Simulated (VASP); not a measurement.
The system is GaSb.

```xyz
2
Lattice="0.0000 3.0590 3.0590 3.0590 0.0000 3.0590 3.0590 3.0590 0.0000" Properties=species:S:1:pos:R:3 pbc="T T T"
Sb    4.5885    4.5885    4.5885
Ga    0.0000    0.0000    0.0000
```

* Program: VASP 6.6.1
* Task: relaxation of cell and atoms
* Functional: PBE
* Potentials or basis: VASP PAW PBE potentials, release 54 (Sb, Ga)
* Cutoff: 580 eV
* k mesh: 8 × 8 × 8
* Occupations: fermi-dirac, width 0.05 eV
* Spin: no spin polarisation

At the start: pressure 2.6 GPa; volume 28.62 Å³/atom.

Task: Where does the relaxation end?

Result: Over 3 steps the energy falls by 11.7 meV/atom and the volume is 30.13 Å³/atom (+5.3 %); space group F-43m (No. 216, to 0.05 Å).

The path:
| step | energy change (eV) | largest force (eV/Å) | pressure (GPa) | volume (Å³) |
| --- | --- | --- | --- | --- |
| 1 | 0.0000 | 0.0000 | 2.61 | 57.25 |
| 2 | -0.0215 | 0.0000 | -0.67 | 61.20 |
| 3 | -0.0235 | 0.0000 | 0.01 | 60.26 |

Final structure:
```yaml
crystal:
  lattice:
    - [0.00000, 3.11178, 3.11178]
    - [3.11178, 0.00000, 3.11178]
    - [3.11178, 3.11178, 0.00000]
  atoms:
    - { symbol: Sb, position: [0.75000, 0.75000, 0.75000] }
    - { symbol: Ga, position: [0.00000, 0.00000, 0.00000] }
```
